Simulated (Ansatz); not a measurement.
Relaxed GeTe (alpha-GeTe type, space group R3m):

```yaml
crystal:
  lattice:
    - [4.22663, 2.44024, 7.27983]
    - [-2.11331, 1.22012, 3.63992]
    - [0.00000, -2.44024, 3.63992]
  atoms:
    - { symbol: Ge, position: [0.11712, 0.23423, 0.23423] }
    - { symbol: Ge, position: [0.61712, 0.23423, 0.23423] }
    - { symbol: Te, position: [0.38288, 0.76577, 0.76577] }
    - { symbol: Te, position: [0.88288, 0.76577, 0.76577] }
```

Calculation: PBE (plane waves to 420 eV, PAW, scalar-relativistic; Ansatz, a program for electronic structure). k mesh 4×8×8 (Γ-centred), Fermi-Dirac smearing 0.05 eV. GeTe was relaxed with its symmetry unable to fall. Spin-orbit coupling is left out, though Te is heavy.

One atom of the cell was then moved (with its periodic images), all else fixed, and the forces (eV/Å) came out as:

| atom | Fx | Fy | Fz |
|---|---|---|---|
| Ge1 | 0.059 | -0.022 | -0.052 |
| Ge2 | -0.118 | 0.059 | -0.188 |
| Te3 | 0.481 | -0.195 | 0.398 |
| Te4 | -0.422 | 0.158 | -0.158 |

Task: Which atom was moved, and by which vector (Å)?

Result: Te3, by (-0.17, 0.10, -0.12), 0.23 Å in all.

(For displaced atoms, the force is minus the slope of the energy, and its curvature is a force constant, which sets phonon frequencies.)
